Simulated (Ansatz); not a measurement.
# Au (fcc type): the cost of one run

Program: Ansatz 0.2.0. Level of theory: DFT, PBE, PAW with Ansatz's default frozen-core files, scalar-relativistic. These are calculated values, not measurements.

**1. Starting point**

Symmetry: Fm-3m, No. 225, cubic system. Conventional cell: a = 4.157 Å, b = 4.157 Å, c = 4.157 Å, α = 90.00°, β = 90.00°, γ = 90.00°. Au (site symmetry m-3m) is surrounded by 12 Au at 2.94 Å.

Structure file:

```
CELL_PARAMETERS angstrom
0.00000 2.07827 2.07827
2.07827 0.00000 2.07827
2.07827 2.07827 0.00000
ATOMIC_POSITIONS crystal
Au 0.00000 0.00000 0.00000
```

**2. Cell relaxed at zero pressure, PAW**

File input.yaml:

```yaml
crystal:
  lattice:
    - [0.0, 2.0782718017, 2.0782718017]
    - [2.0782718017, 0.0, 2.0782718017]
    - [2.0782718017, 2.0782718017, 0.0]
  atoms:
    - { symbol: Au, position: [0.0, 0.0, 0.0] }
kpoints:
  mp_grid: { grid: [16, 16, 16] }
scf:
  occupations: { method: fermi_dirac, width: 0.1 }
hamiltonian:
  xc: pbe
  pseudopotentials: { kind: paw }
output:
  forces: true
  stress: true
relax:
  f_tol: 0.005
  max_steps: 40
  cell: {}
```

Run with:

```bash
$ ansatz run input.yaml --threads 1 --pin off --max-ram 3584MiB --backend cpu --events-out ev --progress --plain --runs-dir out
```

What time and memory should one allow on 1 thread of Arm Neoverse V2, shared host?

About 5.3 s, with a peak of 0.3 GiB.
